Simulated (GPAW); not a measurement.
Computed results, one entry a study.

**How the form of the self-energy moves the gap of RbCl (Fm-3m)**

Symmetry: Fm-3m, No. 225, cubic system. The conventional cell has a = 6.548 Å, b = 6.548 Å, c = 6.548 Å, α = 90.00°, β = 90.00°, γ = 90.00°. Rb has 6 Cl at 3.27 Å nearest. Nearest to Cl lie 6 Rb at 3.27 Å. Farther neighbours and most contacts between anions are not listed.

```
Rb Cl
1.0
     0.00000    3.27400    3.27400
     3.27400    0.00000    3.27400
     3.27400    3.27400    0.00000
Rb Cl
1 1
Direct
  0.00000 0.00000 0.00000
  0.50000 0.50000 0.50000
```

```yaml
method: DFT, PBE, plane waves, PAW (and 1 further level or step)
program: GPAW 26.7.0
settings_of_one_run: cutoff 450 eV, GPAW PAW setups 1.2.1 data release, 4×4×4 k-mesh, nbands 169
cost: 3 runs, 3.1 min in all on 4 MPI ranks of Arm Neoverse V1, shared host (the runs of this entry)
notes: The database entry behind the starting cell differs from later determinations by our own check (about 0.5 % short). The cell and positions come from the Crystallography Open Database and are kept as given unless a step says otherwise. Limits: no spin-orbit coupling. Bands and cutoff are finite, so the gap is not at the basis limit. The miss can reach some tenths of an eV and take either sign; the mesh is an error of its own.
g0w0_godby_needs_plasmon_pole: 7.591 eV
g0w0_with_ralda_vertex: 7.629 eV
known_limits: not at the basis limit; no spin-orbit coupling
```

G0W0 with rALDA vertex: +0.038 eV against G0W0, Godby-Needs plasmon pole, at other bands or cutoff, so not like for like. With the rALDA kernel as a vertex the gap is 7.35 eV (in the polarisability), 7.92 eV (in the self-energy) and 7.71 eV (in both), against 7.59 eV without.

[Paths, hosts, dates, memory and timing lines, banners, echoed tables and standing remarks are left out of the program output.]

[Logs are printed without paths, hosts, clocks, repeated set-up lines and the standing remarks that a program may print on its own settings, such as how far it seeks lower states.]

[Runs of the session that timed out or met a known fault of the program may be left out.]

[Hosts, paths, dates, database ids (printed as entryN), source tags and the programs' standing remarks are cut or masked in the printed files.]
